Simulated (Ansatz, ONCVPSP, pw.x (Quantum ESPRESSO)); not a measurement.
technetium (Tc): one change to the ONCV potential, in the atom and in the diamond crystal

- Element: technetium (Tc)
- Generator: ONCVPSP 4.0.1
- Type: optimised norm-conserving Vanderbilt (ONCV)
- Functional: PBE
- Relativity: scalar-relativistic
- Frozen core: [Ar] 3d10
- Valence charge: 15
- Reference configuration: 4s2 4p6 4d5.5 5s1.5
- Partial waves: 4s+5s: rc 1.75 bohr, ncon 4, nbas 9, qcut 6.4 1/bohr, 2 projectors; 4p: rc 1.65 bohr, ncon 4, nbas 7, qcut 7.1 1/bohr, 1 projector; 4d: rc 1.55 bohr, ncon 4, nbas 7, qcut 6.9 1/bohr, 2 projectors, debl 2.1 Ha
- Local potential: polynomial inside 1.25 bohr (lpopt 5, dvloc0 0 Ha)
- Core correction: none

Change: local potential polynomial inside 1.25 bohr (lpopt 5, dvloc0 -2 Ha).

Cutoffs, loose and tight: the cutoffs (Ha) at which the residual kinetic energy of the hardest occupied pseudo-wave falls to 1 and 0.1 mHa per electron. They do not see the model core or the augmentation charge, which bear on the density cutoff. Test errors are all-electron minus pseudo excitation energies from the reference, over the configurations 4s2 4p6 4d5 5s2; 4s2 4p6 4d5 5s1; 4s2 4p6 4d5 5s0; 4s2 4p6 4d4 5s0; variants that change the core or the reference have their own tests.

Crystal test: diamond Tc in pw.x 7.5, no spin, 8³ k-points, Fermi–Dirac smearing 0.01 Ry, cutoffs set for each file from its atomic test. The reference is all-electron LAPW (Ansatz 0.2.0) with the same functional, mesh and smearing; V0 and B0 come from Birch–Murnaghan fits to the pressures at five volumes. Errors are pseudo minus all-electron; Δ is the rms difference of the E(V) curves that follow from these fits, minima aligned, over ±6 % about the mean V0. Mesh and smearing are coarse, so the numbers serve the comparison and aren't converged zero-temperature values; the lattice is a test structure that the element need not adopt.

All-electron: a0 = 5.541 Å (V0 = 21.27 Å³/atom), B0 = 149.7 GPa.

Question: Does the change bring the crystal closer to the all-electron result?

Answer: The mean pressure error goes from -0.83 to -1.27 GPa, so the change moves the solid further from the all-electron pressures.

```tsv
quantity	base	changed
outcome (atom)	generated	generated
cutoff, loose (atom)	21 Ha	21 Ha
cutoff, tight (atom)	35 Ha	35 Ha
bound ghosts (atom)	none	none
largest test error (meV) (atom)	-3.4	-3.3
cutoffs in pw.x (Ry)	80/320	80/320
a0 (Å)	5.531	5.526
a0 error (%)	-0.18	-0.28
B0 error (%)	+2.2	+2.8
Δ (meV/atom)	3.8	5.9
mean pressure error (GPa)	-0.83	-1.27
```
